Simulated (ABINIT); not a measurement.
A run of ABINIT 10.8.3 (patched build):

Contents of run.abi:

```
# Pseudopotentials
pp_dirpath "./"
pseudos "Mo.upf"

# Structure
acell 3*1.0 Angstrom
rprim
    -1.5943890000     1.5912960000     1.5845360000
     1.6123860000    -1.5430600000     1.5542960000
     1.6065880000     1.5552580000    -1.5362990000
ntypat 1
znucl 42
natom 1
typat 1
xred
    -0.0048930000    -0.0285050000    -0.0279780000
chkprim 0
chksymtnons 0
tolsym 1.0e-6

# Plane-wave basis
ecut 40.0

# k points
kptopt 1
ngkpt 12 12 12
nshiftk 1
shiftk 0.0 0.0 0.0

# Exchange and correlation
ixc -116133

# Bands and occupations
nband 11
occopt 3
tsmear 0.05 eV

# SCF cycle
nstep 100
tolvrs 1.0e-10

# Output
iomode 3
prtwf 0
prtden 0
prteig 0
prtebands 0
```

Potentials or basis: PseudoDojo NC SR PBEsol v0.4.1 standard.

Launch:

```console
$ abinit run.abi > log 2>&1
```

Hardware: 1 thread of Arm Neoverse V1, with other jobs on the host.

Question: Estimate the wall time of this run.

Answer: Wall time 3.9 min on 1 thread of Arm Neoverse V1 (shared host), peak memory 0.25 GiB. Counts: scf iterations 7, mpi ranks 1, k points 868, bands 11, plane waves 1314.
